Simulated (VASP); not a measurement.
# Be2C (Fm-3m) in VASP: a series of runs, part 2 of 2

VASP 6.6.1. The steps go on from the part before.

## 3. Relaxation of cell and atoms, PBE

This run uses another cell than the first one, of 6.74 Å³/atom, 0.997 times its volume.

INCAR reads:

```
PREC = Accurate ; ENCUT = 600
EDIFF = 1E-6 ; ISMEAR = 0
SIGMA = 0.02 ; LREAL = F
LASPH = T ; NELM = 80
ALGO = Fast ; ISIF = 3
LWAVE = F ; LCHARG = F
GGA = PE ; IBRION = 2
NSW = 100 ; EDIFFG = -0.01
```

KPOINTS reads:

```
Automatic mesh
0
Gamma
  12 12 12
```

POSCAR reads:

```
Be2C
1.0
    0.0000000000      2.1622560000      2.1622560000
    2.1622560000      0.0000000000      2.1622560000
    2.1622560000      2.1622560000      0.0000000000
Be C
2 1
Direct
    0.7500000000      0.7500000000      0.7500000000
    0.2500000000      0.2500000000      0.2500000000
    0.0000000000      0.0000000000      0.0000000000
```

Potentials or basis: VASP PAW PBE potentials, release 64 (Be, C).

Run with:

```bash
$ cat potpaw_PBE.64/Be/POTCAR potpaw_PBE.64/C/POTCAR > POTCAR
$ mpirun -np 1 vasp_std > vasp.out
```

OUTCAR:

```text
PREC = Accurate
   ENCUT = 600
   EDIFF = 1E-6
   ISMEAR = 0
   LREAL = F
   LASPH = T
   NELM = 80
   ISIF = 3
   GGA = PE
   IBRION = 2
   NSW = 100
   EDIFFG = -0.01

 ion  position               nearest neighbor table
   1  0.750  0.750  0.750-   3 1.87   3 1.87   3 1.87   3 1.87   2 2.16   2 2.16   2 2.16   2 2.16
                             2 2.16   2 2.16
   2  0.250  0.250  0.250-   3 1.87   3 1.87   3 1.87   3 1.87   1 2.16   1 2.16   1 2.16   1 2.16
                             1 2.16   1 2.16
   3  0.000  0.000  0.000-   1 1.87   1 1.87   1 1.87   1 1.87   2 1.87   2 1.87   2 1.87   2 1.87

  LATTYP: Found a face centered cubic cell.
 ALAT       =     4.3245120000

  Lattice vectors:

 A1 = (   0.0000000000,   2.1622560000,   2.1622560000)
 A2 = (   2.1622560000,   0.0000000000,   2.1622560000)
 A3 = (   2.1622560000,   2.1622560000,   0.0000000000)

Analysis of symmetry for initial positions (statically):
=====================================================================
 Subroutine PRICEL returns:
 Original cell was already a primitive cell.

 Routine SETGRP: Setting up the symmetry group for a
 face centered cubic supercell.

 Subroutine GETGRP returns: Found 48 space group operations
 (whereof 48 operations were pure point group operations)
 out of a pool of 48 trial point group operations.

The static configuration has the point symmetry O_h .

Analysis of symmetry for dynamics (positions and initial velocities):
=====================================================================
 Subroutine PRICEL returns:
 Original cell was already a primitive cell.

 Routine SETGRP: Setting up the symmetry group for a
 face centered cubic supercell.

 Subroutine GETGRP returns: Found 48 space group operations
 (whereof 48 operations were pure point group operations)
 out of a pool of 48 trial point group operations.

The dynamic configuration has the point symmetry O_h .

 Subroutine INISYM returns: Found 48 space group operations
 (whereof 48 operations are pure point group operations),
 and found     1 'primitive' translations

----------------------------------------------------------------------------------------

                                     Primitive cell

  volume of cell :      20.2186

  direct lattice vectors                    reciprocal lattice vectors
     0.000000000  2.162256000  2.162256000    -0.231239964  0.231239964  0.231239964
     2.162256000  0.000000000  2.162256000     0.231239964 -0.231239964  0.231239964
     2.162256000  2.162256000  0.000000000     0.231239964  0.231239964 -0.231239964

  length of vectors
     3.057891761  3.057891761  3.057891761     0.400519367  0.400519367  0.400519367

  position of ions in fractional coordinates (direct lattice)
     0.750000000  0.750000000  0.750000000
[... 121 lines left out ...]

 number of electron       8.0000000 magnetization

 Free energy of the ion-electron system (eV)
  ---------------------------------------------------
  ext. energy  EPLUGINS =         0.00000000
  ---------------------------------------------------
  free energy    TOTEN  =       -17.45676445 eV

  energy without entropy =      -17.45676445  energy(sigma->0) =      -17.45676445

------------------------ aborting loop because EDIFF is reached ----------------------------------------

  FORCE on cell =-STRESS in cart. coord.  units (eV):
  Direction    XX          YY          ZZ          XY          YZ          ZX
  --------------------------------------------------------------------------------------
  -------------------------------------------------------------------------------------
  Total        0.1025455      0.1025455      0.1025455      0.0000000     -0.0000000      0.0000000
  in kB        8.1259835      8.1259835      8.1259835      0.0000000     -0.0000000      0.0000000
  external PRESSURE =       8.1259835 kB  Pullay stress =       0.0000000 kB

 VOLUME and BASIS-vectors are now :
 -----------------------------------------------------------------------------
  energy-cutoff  :      600.00
  volume of cell :       20.22
      direct lattice vectors                 reciprocal lattice vectors
     0.000000000  2.162256000  2.162256000    -0.231239964  0.231239964  0.231239964
     2.162256000  0.000000000  2.162256000     0.231239964 -0.231239964  0.231239964
     2.162256000  2.162256000  0.000000000     0.231239964  0.231239964 -0.231239964

 POSITION                                       TOTAL-FORCE (eV/Angst)
 -----------------------------------------------------------------------------------
      3.24338      3.24338      3.24338         0.000000     -0.000000      0.000000
      1.08113      1.08113      1.08113         0.000000      0.000000     -0.000000
      0.00000      0.00000      0.00000        -0.000000      0.000000      0.000000
 -----------------------------------------------------------------------------------
    total drift:                               -0.000000     -0.000000      0.000000

  FREE ENERGIE OF THE ION-ELECTRON SYSTEM (eV)
  ---------------------------------------------------
  free  energy   TOTEN  =       -17.4567644529 eV

  energy  without entropy=      -17.4567644529  energy(sigma->0) =      -17.45676445

--------------------------------------- Ionic step        2  -------------------------------------------

 number of electron       8.0000000 magnetization

 Free energy of the ion-electron system (eV)
  ---------------------------------------------------
  ext. energy  EPLUGINS =         0.00000000
  ---------------------------------------------------
  free energy    TOTEN  =       -17.45695174 eV

  energy without entropy =      -17.45695174  energy(sigma->0) =      -17.45695174

 E-fermi :   7.8277     XC(G=0): -11.4319

 val. band max:        7.7118272787   @ k =   0.0000   0.0000   0.0000
 cond. band min:       8.8692864341   @ k =   0.5000   0.5000   0.0000
 fundamental gap:      1.1574591554
 Fermi energy:         7.8277394045

 k-point     1 :       0.0000    0.0000    0.0000
  band No.  band energies     occupation
      1      -7.3152      2.00000
      2       7.7118      2.00000
      3       7.7118      2.00000
      4       7.7118      2.00000
      5      11.8375      0.00000
      6      11.8375      0.00000
      7      11.8375      0.00000
      8      14.4438      0.00000
[... 243 lines left out ...]
 k-point    24 :      -0.4167    0.1667    0.0000
  band No.  band energies     occupation
      1      -4.2232      2.00000
      2      -0.5249      2.00000
      3       4.0851      2.00000
      4       5.1790      2.00000
      5      12.4335      0.00000
      6      14.4706      0.00000
      7      16.0355      0.00000
      8      18.4398      0.00000

 [... further k-points ...]

------------------------ aborting loop because EDIFF is reached ----------------------------------------

  FORCE on cell =-STRESS in cart. coord.  units (eV):
  Direction    XX          YY          ZZ          XY          YZ          ZX
  --------------------------------------------------------------------------------------
  -------------------------------------------------------------------------------------
  Total       -0.0217279     -0.0217279     -0.0217279     -0.0000000      0.0000000     -0.0000000
  in kB       -1.7132874     -1.7132874     -1.7132874     -0.0000000      0.0000000     -0.0000000
  external PRESSURE =      -1.7132874 kB  Pullay stress =       0.0000000 kB

 VOLUME and BASIS-vectors are now :
 -----------------------------------------------------------------------------
  energy-cutoff  :      600.00
  volume of cell :       20.32
      direct lattice vectors                 reciprocal lattice vectors
     0.000000000  2.165821609  2.165821609    -0.230859272  0.230859272  0.230859272
     2.165821609 -0.000000000  2.165821609     0.230859272 -0.230859272  0.230859272
     2.165821609  2.165821609 -0.000000000     0.230859272  0.230859272 -0.230859272

 POSITION                                       TOTAL-FORCE (eV/Angst)
 -----------------------------------------------------------------------------------
      3.24873      3.24873      3.24873        -0.000000     -0.000000     -0.000000
      1.08291      1.08291      1.08291         0.000000      0.000000      0.000000
      2.16582     -0.00000      2.16582         0.000000     -0.000000      0.000000
 -----------------------------------------------------------------------------------
    total drift:                               -0.000000      0.000000      0.000000

  FREE ENERGIE OF THE ION-ELECTRON SYSTEM (eV)
  ---------------------------------------------------
  free  energy   TOTEN  =       -17.4569517371 eV

  energy  without entropy=      -17.4569517371  energy(sigma->0) =      -17.45695174

 reached required accuracy - stopping structural energy minimisation
```

OSZICAR:

```text
N       E                     dE             d eps       ncg     rms          rms(c)
DAV:   1     0.802755668995E+01    0.80276E+01   -0.43984E+03  1152   0.102E+03
DAV:   2    -0.180086589961E+02   -0.26036E+02   -0.23892E+02  1752   0.140E+02
DAV:   3    -0.185622614960E+02   -0.55360E+00   -0.55360E+00  1440   0.208E+01
DAV:   4    -0.185652771262E+02   -0.30156E-02   -0.30156E-02  1792   0.147E+00
[... 13 lines left out ...]
DAV:   1    -0.174571755591E+02   -0.41125E-03   -0.63784E-03  1696   0.753E-01    0.880E-02
RMM:   2    -0.174569595761E+02    0.21598E-03   -0.39598E-04  1152   0.150E-01    0.274E-02
RMM:   3    -0.174569552893E+02    0.42868E-05   -0.12930E-04  1152   0.884E-02    0.714E-03
RMM:   4    -0.174569525794E+02    0.27099E-05   -0.79909E-06  1129   0.337E-02    0.371E-03
RMM:   5    -0.174569517371E+02    0.84228E-06   -0.75702E-07   811   0.871E-03
   2 F= -.17456952E+02 E0= -.17456952E+02  d E =-.187284E-03
```

CONTCAR:

```text
Be2C
   1.00000000000000
     0.0000000000000000    2.1658216091343059    2.1658216091343059
     2.1658216091343059   -0.0000000000000000    2.1658216091343059
     2.1658216091343059    2.1658216091343059   -0.0000000000000000
  Be              C
     2     1
Direct
     0.7500000000000000    0.7500000000000000    0.7500000000000000
     0.2500000000000000    0.2500000000000000    0.2500000000000000
     0.0000000000000000    1.0000000000000000    0.0000000000000000

  0.00000000E+00  0.00000000E+00  0.00000000E+00
  0.00000000E+00  0.00000000E+00  0.00000000E+00
  0.00000000E+00  0.00000000E+00  0.00000000E+00
```

Run time: 6.7 s. Hardware: 1 thread of Intel Xeon 6975P-C (Granite Rapids), shared host; peak memory 0.14 GiB.

What came out:

```
Free energy                            : -17.4570 eV
Relaxed volume                         : 6.77 Å³/atom
Relaxed cell                           : a = 3.063 Å, b = 3.063 Å, c = 3.063 Å, α = 60.00°, β = 60.00°, γ = 60.00°
Space group after relaxing (to 0.05 Å) : Fm-3m (No. 225)
Energy gained by relaxing              : 0.1 meV/atom
Ionic steps                            : 2
Pressure after relaxing                : -0.2 GPa
Band gap on the k mesh                 : 1.16 eV, indirect (least direct gap 4.13 eV)
```

Step by step:
| step | energy change (eV) | largest force (eV/Å) | pressure (GPa) | volume (Å³) |
| --- | --- | --- | --- | --- |
| 1 | 0.0000 | 0.0000 | 0.81 | 20.22 |
| 2 | -0.0002 | 0.0000 | -0.17 | 20.32 |

Final structure:
```cif
data_structure
_symmetry_space_group_name_H-M 'P 1'
_symmetry_Int_Tables_number 1
_cell_length_a 3.0629
_cell_length_b 3.0629
_cell_length_c 3.0629
_cell_angle_alpha 60.000
_cell_angle_beta 60.000
_cell_angle_gamma 60.000
_cell_volume 20.32
loop_
_atom_site_label
_atom_site_type_symbol
_atom_site_fract_x
_atom_site_fract_y
_atom_site_fract_z
_atom_site_occupancy
Be1 Be 0.75000 0.75000 0.75000 1
Be2 Be 0.25000 0.25000 0.25000 1
C1 C 0.00000 0.00000 0.00000 1
```

## 4. Single point, PBE

This run uses another cell than the first one, of 6.74 Å³/atom, 0.997 times its volume.

INCAR reads:

```
SYSTEM = Be2C
PREC = Accurate
ENCUT = 520
EDIFF = 1E-7
ISMEAR = 0
SIGMA = 0.1
LREAL = .FALSE.
LASPH = .TRUE.
NELM = 60
ALGO = Normal
ISIF = 2
LWAVE = .FALSE.
LCHARG = .TRUE.
GGA = PE
LELF = .TRUE.
LVHAR = .TRUE.
NBANDS = 11
```

KPOINTS reads:

```
Automatic mesh
0
G
  6 6 6
  0 0 0
```

POSCAR is that of step 3.

Run with:

```bash
$ cat potpaw_PBE.64/Be/POTCAR potpaw_PBE.64/C/POTCAR > POTCAR
$ mpirun -np 1 vasp_std > vasp.out
```

Run time: 2.1 s. Hardware: 1 thread of Intel Xeon 6975P-C (Granite Rapids), shared host; peak memory 0.13 GiB.

Results (log left out):

```
Free energy            : -17.4496 eV
Pressure               : 0.9 GPa
Band gap on the k mesh : 1.16 eV, indirect (least direct gap 4.13 eV)
```

Levels at points of the mesh, in eV from the valence-band top:
```csv
k point,band 2,band 3,band 4,band 5,band 6,band 7
"(0.00, 0.00, 0.00)",0.00,0.00,0.00,4.13,4.13,4.13
"(0.50, 0.00, 0.00)",-8.75,-1.84,-1.84,5.01,5.01,7.04
"(0.50, 0.50, 0.00)",-6.79,-4.74,-4.74,1.16,5.74,13.28
```

A k mesh can miss the band edges.

## 5. Summary

| task | cell | k mesh | cutoff (eV) | smearing | gap on the mesh (eV) | pressure (GPa) |
| --- | --- | --- | --- | --- | --- | --- |
| single point | Fm-3m, 6.76 Å³/atom | 12 × 12 × 12 | 520 | gaussian 0.02 eV | 1.16 | 0.4 |
| relaxation of cell and atoms | relaxed | 12 × 12 × 12 | 600 | gaussian 0.02 eV | 1.16 | -0.2 |
| single point | Fm-3m, 6.74 Å³/atom | 6 × 6 × 6 | 520 | gaussian 0.1 eV | 1.16 | 0.9 |

Alike in all rows: level PBE; potentials or basis VASP PAW PBE potentials, release 64 (Be, C); no spin polarisation.

Absolute energies hang on the potentials; compare differences alone.
